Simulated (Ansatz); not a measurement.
## Li2O, space group Fm-3m: an all-electron LAPW single point, step by step

Computed with the Ansatz DFT code, driven from Python.

`POSCAR_li2o`
```text
Li2O
1.0
   0.00000000    2.30500000    2.30500000
   2.30500000    0.00000000    2.30500000
   2.30500000    2.30500000    0.00000000
Li O
2 1
Direct
   0.25000000    0.25000000    0.25000000
   0.75000000    0.75000000    0.75000000
   0.00000000    0.00000000    0.00000000
```

Notebook, run cell by cell (the value of a cell's last expression is shown):

In [1]:
```python
from collections import Counter
import warnings

import ansatz as az
from ase.io import read
from pymatgen.core import Structure
```

In [2]:
```python
warnings.simplefilter("ignore", az.DeckWarning)
```

In [3]:
```python
atoms = read("POSCAR_li2o", format="vasp")
system = az.Crystal.from_ase(atoms)

system.resolved().tree()["lattice"]
```
Out [3]:
```text
((0.0, 2.305, 2.305), (2.305, 0.0, 2.305), (2.305, 2.305, 0.0))
```

In [4]:
```python
job = (
    system.calculation()
    .functional("PBE")
    .kpoints(4, 4, 4)
    .occupations("fixed")
    .scf(tolerance=1e-07, max_iterations=80, extra_bands=16)
    .pseudopotentials("all_electron", lapw=True, relativity="scalar")
)
out = job.run(threads=1)
data = out.report

data["free_energy_ev"]
```
Out [4]:
```text
-2460.80292408447
```

In [5]:
```python
data["published_state_doubts"]
```
Out [5]:
```text
[]
```

In [6]:
```python
print(f"free energy      {data['free_energy_ev']:.5f} eV")
print(f"per atom         {data['free_energy_ev'] / len(out.lattice.sites):.5f} eV")
print(f"SCF iterations   {data['n_iterations']}  (converged: {data['converged']})")
```
```text
free energy      -2460.80292 eV
per atom         -820.26764 eV
SCF iterations   7  (converged: True)
```

In [7]:
```python
final = Structure(out.lattice.cell_ang, [s.symbol for s in out.lattice.sites], [s.position_frac for s in out.lattice.sites])
# first shell of each atom, within 15 % of its shortest distance
shortest = {}
for site, neighbours in zip(final, final.get_all_neighbors(5.0)):
    for other in neighbours:
        pair = "-".join(sorted((site.specie.symbol, other.specie.symbol)))
        shortest[pair] = min(shortest.get(pair, 9e9), other.nn_distance)
for pair, distance in sorted(shortest.items(), key=lambda item: item[1]):
    print(f"shortest {pair:6s} {distance:.4f} A")
```
```text
shortest Li-O   1.9962 A
shortest Li-Li  2.3050 A
shortest O-O    3.2598 A
```

In [8]:
```python
errors = data["lapw_basis_errors"]
print(f"estimated basis error {1000 * errors['total_ev_per_atom']:.3f} meV/atom, target {1000 * errors['basis_error_target_ev_per_atom']:.3f}")
for sphere in errors["spheres"]:
    print(f"  {sphere['species']:2s} muffin-tin radius {sphere['muffin_tin_radius_ang']:.3f} A, core shells {sphere['core_shells']}")
```
```text
estimated basis error 0.101 meV/atom, target 0.250
  Li muffin-tin radius 0.905 A, core shells 0
  O  muffin-tin radius 1.092 A, core shells 0
```

These settings explore the input space; cutoff and mesh may be short of convergence. Energy and stress may still move on a finer k-point mesh. The starting cell is as deposited in a crystallographic database; the results hold for this polymorph, which needn't be the stable one. Finished in 2.3 s on 1 thread of Intel(R) Xeon(R) Platinum 8488C (Sapphire Rapids) (shared host), peak memory 0.39 GiB.

(Lines on the test bed's own set-up are left out of the output.)
